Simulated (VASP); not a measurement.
# TePb (Fm-3m) in VASP: further runs, part 2 of 2

VASP 6.6.1. The steps go on from the part before.

### Step 3. Single point, PBE

Contents of INCAR:

```
ALGO = Normal ; EDIFF = 1E-6
ENCUT = 520 ; GGA = PE
ISIF = 2 ; ISMEAR = 0
LASPH = True ; LCHARG = False
LREAL = False ; LWAVE = False
NBANDS = 17 ; NELM = 100
PREC = Accurate ; SIGMA = 0.01
```

Contents of KPOINTS:

```
k-points
0
Gamma
  6 6 6
```

Contents of POSCAR:

```
TePb
1.0
    0.0000000000      3.2678555511      3.2678555511
    3.2678555511      0.0000000000      3.2678555511
    3.2678555511      3.2678555511      0.0000000000
Te Pb
1 1
Direct
    0.5000000000      0.5000000000      0.5000000000
    0.0000000000      0.0000000000      0.0000000000
```

Potentials or basis: VASP PAW PBE potentials, release 64 (Te, Pb_d).

Started as:

```console
$ cat potpaw_PBE.64/Te/POTCAR potpaw_PBE.64/Pb_d/POTCAR > POTCAR
$ mpirun -np 1 vasp_std > vasp.out
```

OUTCAR:

```text
EDIFF = 1E-6
   ENCUT = 520
   GGA = PE
   ISIF = 2
   ISMEAR = 0
   LASPH = True
   LREAL = False
   NELM = 100
   PREC = Accurate

 ion  position               nearest neighbor table
   1  0.500  0.500  0.500-   2 3.27   2 3.27   2 3.27   2 3.27   2 3.27   2 3.27
   2  0.000  0.000  0.000-   1 3.27   1 3.27   1 3.27   1 3.27   1 3.27   1 3.27

  LATTYP: Found a face centered cubic cell.
 ALAT       =     6.5357111022

  Lattice vectors:

 A1 = (   0.0000000000,   3.2678555511,   3.2678555511)
 A2 = (   3.2678555511,   0.0000000000,   3.2678555511)
 A3 = (   3.2678555511,   3.2678555511,   0.0000000000)

Analysis of symmetry for initial positions (statically):
=====================================================================
 Subroutine PRICEL returns:
 Original cell was already a primitive cell.

 Routine SETGRP: Setting up the symmetry group for a
 face centered cubic supercell.

 Subroutine GETGRP returns: Found 48 space group operations
 (whereof 48 operations were pure point group operations)
 out of a pool of 48 trial point group operations.

The static configuration has the point symmetry O_h .

Analysis of symmetry for dynamics (positions and initial velocities):
[... 152 lines left out ...]

 val. band max:        5.1862318687   @ k =   0.5000   0.0000   0.0000
 cond. band min:       5.9900908323   @ k =   0.5000   0.0000   0.0000
 fundamental gap:      0.8038589637
 Fermi energy:         5.2349713904

 k-point     1 :       0.0000    0.0000    0.0000
  band No.  band energies     occupation
      1     -11.4784      2.00000
      2     -11.4784      2.00000
      3     -11.4717      2.00000
      4     -11.4717      2.00000
      5     -11.4717      2.00000
      6      -6.5501      2.00000
[... 297 lines left out ...]
      4     -11.4573      2.00000
      5     -11.4492      2.00000
      6      -4.8817      2.00000
[... 9 lines left out ...]
     16      15.7779      0.00000
     17      16.5873      0.00000

------------------------ aborting loop because EDIFF is reached ----------------------------------------

  FORCE on cell =-STRESS in cart. coord.  units (eV):
  Direction    XX          YY          ZZ          XY          YZ          ZX
  --------------------------------------------------------------------------------------
  -------------------------------------------------------------------------------------
  Total        0.2439837      0.2439837      0.2439837      0.0000000      0.0000000     -0.0000000
  in kB        5.6008368      5.6008368      5.6008368      0.0000000      0.0000000     -0.0000000
  external PRESSURE =       5.6008368 kB  Pullay stress =       0.0000000 kB

 VOLUME and BASIS-vectors are now :
 -----------------------------------------------------------------------------
  energy-cutoff  :      520.00
  volume of cell :       69.79
      direct lattice vectors                 reciprocal lattice vectors
     0.000000000  3.267855551  3.267855551    -0.153005539  0.153005539  0.153005539
     3.267855551  0.000000000  3.267855551     0.153005539 -0.153005539  0.153005539
     3.267855551  3.267855551  0.000000000     0.153005539  0.153005539 -0.153005539

 POSITION                                       TOTAL-FORCE (eV/Angst)
 -----------------------------------------------------------------------------------
      3.26786      3.26786      3.26786         0.000000      0.000000     -0.000000
      0.00000      0.00000      0.00000         0.000000      0.000000      0.000000
 -----------------------------------------------------------------------------------
    total drift:                               -0.000000      0.000000      0.000000

  FREE ENERGIE OF THE ION-ELECTRON SYSTEM (eV)
  ---------------------------------------------------
  free  energy   TOTEN  =        -7.5218472005 eV

  energy  without entropy=       -7.5218472005  energy(sigma->0) =       -7.52184720
```

OSZICAR:

```text
N       E                     dE             d eps       ncg     rms          rms(c)
DAV:   1     0.152275709869E+03    0.15228E+03   -0.91780E+03   544   0.112E+03
DAV:   2     0.370071370752E+01   -0.14857E+03   -0.14307E+03   553   0.297E+02
DAV:   3    -0.734542803391E+01   -0.11046E+02   -0.10915E+02   706   0.865E+01
DAV:   4    -0.764657338581E+01   -0.30115E+00   -0.30087E+00   699   0.156E+01
DAV:   5    -0.765886126219E+01   -0.12288E-01   -0.12288E-01   794   0.305E+00    0.311E+00
DAV:   6    -0.752339578442E+01    0.13547E+00   -0.30253E-01   777   0.370E+00    0.190E+00
DAV:   7    -0.751979179515E+01    0.36040E-02   -0.88059E-02   673   0.140E+00    0.914E-01
DAV:   8    -0.752201350329E+01   -0.22217E-02   -0.10611E-02   651   0.104E+00    0.163E-01
DAV:   9    -0.752179456436E+01    0.21894E-03   -0.16165E-03   802   0.416E-01    0.720E-02
DAV:  10    -0.752184180734E+01   -0.47243E-04   -0.17552E-04   612   0.964E-02    0.194E-02
DAV:  11    -0.752184723266E+01   -0.54253E-05   -0.39162E-05   737   0.507E-02    0.150E-02
DAV:  12    -0.752184720053E+01    0.32132E-07   -0.22122E-06   614   0.101E-02
   1 F= -.75218472E+01 E0= -.75218472E+01  d E =-.503719E-14
```

It took 11 s on 1 thread of Intel Xeon 6975P-C (Granite Rapids), shared host; peak memory 0.2 GiB.

Results:

* Free energy: -7.5218 eV
* Pressure: 0.6 GPa
* Band gap on the k mesh: 0.80 eV, direct

Caveat: spin-orbit coupling is left out, which moves the levels of the heavy elements.

### Step 4. Single point, HSE06

POSCAR is that of step 3.

Contents of INCAR.step1:

```
SYSTEM = TePb
ALGO = Normal
EDIFF = 1E-5
ENCUT = 520
GGA = PE
ISIF = 2
ISMEAR = 0
LASPH = .TRUE.
LREAL = .FALSE.
LWAVE = .TRUE.
NBANDS = 17
NELM = 80
PREC = Accurate
SIGMA = 0.01
```

Contents of INCAR.step2:

```
SYSTEM = TePb
ALGO = Normal
EDIFF = 1E-6
ENCUT = 520
GGA = PE
HFSCREEN = 0.2079
ISIF = 2
ISMEAR = 0
ISTART = 1
LASPH = .TRUE.
LCHARG = .TRUE.
LELF = .TRUE.
LHFCALC = .TRUE.
LREAL = .FALSE.
LVHAR = .TRUE.
LWAVE = .FALSE.
NBANDS = 17
NELM = 80
PREC = Accurate
PRECFOCK = Normal
SIGMA = 0.01
```

Contents of KPOINTS:

```
k-points
0
G
  4 4 4
  0 0 0
```

Started as:

```console
$ cat potpaw_PBE.64/Te/POTCAR potpaw_PBE.64/Pb_d/POTCAR > POTCAR
$ cp INCAR.step1 INCAR
$ mpirun -np 1 vasp_std > vasp.out
$ cp INCAR.step2 INCAR
$ mpirun -np 1 vasp_std > vasp.out
```

It took 8.5 min on 1 thread of Intel Xeon 6975P-C (Granite Rapids), shared host; peak memory 0.31 GiB.

The run converged. Its results:

```
Free energy            : -8.9680 eV
Pressure               : -0.5 GPa
Band gap on the k mesh : 1.17 eV, direct
```

Levels at points of the mesh, in eV from the valence-band top:
```
           k point  band 8  band 9  band 10  band 11  band 12  band 13
(0.00, 0.00, 0.00)   -1.43   -1.43    -1.43     4.73     4.73     4.73
(0.50, 0.00, 0.00)   -0.98   -0.98     0.00     1.17     1.75     1.75
(0.50, 0.50, 0.00)   -4.77   -2.96    -2.96     3.87     6.16     6.16
```

Caveat: the PAW data sets were made with another functional, which shifts forces and pressure a little; spin-orbit coupling is left out, which moves the levels of the heavy elements.

### Step 5. Summary

| level | k mesh | grid for exact exchange (PRECFOCK) | screening parameter | gap on the mesh (eV) | pressure (GPa) |
| --- | --- | --- | --- | --- | --- |
| r2SCAN | 4 × 4 × 4 | - | - | 1.09 | 0.0 |
| PBE | 6 × 6 × 6 | - | - | 0.80 | 0.6 |
| HSE06 | 4 × 4 × 4 | Normal | 0.2079 1/Å | 1.17 | -0.5 |

Alike in all rows: task single point; potentials or basis VASP PAW PBE potentials, release 64 (Te, Pb_d); no spin polarisation; cell as given; cutoff (eV) 520; smearing gaussian 0.01 eV.

On the cell as given the gap runs from 0.80 eV (PBE) to 1.17 eV (HSE06); the meshes differ, which moves gaps too. The pressure there spans -0.5 GPa (HSE06) to 0.6 GPa (PBE); a positive pressure means that this level wants a larger cell, a negative one a smaller.

Caveats: spin-orbit coupling is left out, which moves the levels of the heavy elements; the PAW data sets were made with another functional, which shifts forces and pressure a little (some runs).

Total energies depend on the potentials used, so only differences within one code and one set of settings carry meaning.

### Step 6. Against experiment

Step 2. Against the measured gap of TePb, 0.19 eV (direct; 4.2 K; a printed reference work, monograph), the calculated 1.09 eV is off by +0.90 eV. Spin-orbit coupling on Pb, Te is left out. The value is that of r2SCAN on a finite k mesh, which can miss the band edges, without temperature or zero-point motion.

Step 3. Measured gap of TePb: 0.19 eV (direct; 4.2 K; a printed reference work, monograph). This calculation gives 0.80 eV (+0.61 eV). Spin-orbit coupling on Pb, Te is left out. The value is that of PBE on a finite k mesh, which can miss the band edges, without temperature or zero-point motion.

Step 4. Measured gap of TePb: 0.19 eV (direct; 4.2 K; a printed reference work, monograph). This calculation gives 1.17 eV (+0.98 eV). Spin-orbit coupling on Pb, Te is left out. The value is that of HSE06 on a finite k mesh, which can miss the band edges, without temperature or zero-point motion.
